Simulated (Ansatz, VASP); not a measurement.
# Mo: VASP beside Ansatz

Contents of INCAR:

```
SYSTEM = Mo
  ALGO = Normal
  EDIFF = 1E-6
  ENCUT = 520
  GGA = PE
  ISIF = 2
  ISMEAR = 1
  LASPH = .True.
  LCHARG = .False.
  LREAL = .False.
  LWAVE = .False.
  NBANDS = 13
  NELM = 60
  PREC = Accurate
  SIGMA = 0.1
```

Contents of KPOINTS:

```
k-points
0
Gamma
  13 13 13
  0 0 0
```

POSCAR

```
Mo
1.0
   -1.6118060227      1.6118060227      1.6118060227
    1.6118060227     -1.6118060227      1.6118060227
    1.6118060227      1.6118060227     -1.6118060227
Mo
1
Direct
    0.0000000000      0.0000000000      0.0000000000
```

Input for Ansatz:

```yaml
crystal:
  lattice:
    - [-1.611806022738629, 1.611806022738629, 1.611806022738629]
    - [1.611806022738629, -1.611806022738629, 1.611806022738629]
    - [1.611806022738629, 1.611806022738629, -1.611806022738629]
  atoms:
    - { symbol: Mo, position: [0.0, 0.0, 0.0] }
basis:
  ecutwfc: 500.0
kpoints:
  mp_grid:
    grid: [13, 13, 13]
scf:
  occupations:
    method: cold
output:
  stress: true
```

Alike in both runs: task single point; functional PBE; k mesh 13 × 13 × 13; no spin polarisation.

|  | VASP | Ansatz |
| --- | --- | --- |
| version | VASP 6.6.1 | Ansatz 0.2.0 |
| potentials or method | VASP PAW PBE potentials, release 64 (Mo_sv) | plane waves, PAW |
| plane-wave cutoff (eV) | 520 | 500 |
| occupations | methfessel-paxton of order 1, width 0.1 eV | cold |
| valence electrons in the cell | 14 | 14 |

Ansatz gave:

- pressure (GPa): -13.5

Task: What did VASP give for the same quantities?

Result: Pressure (GPa): -13.1.
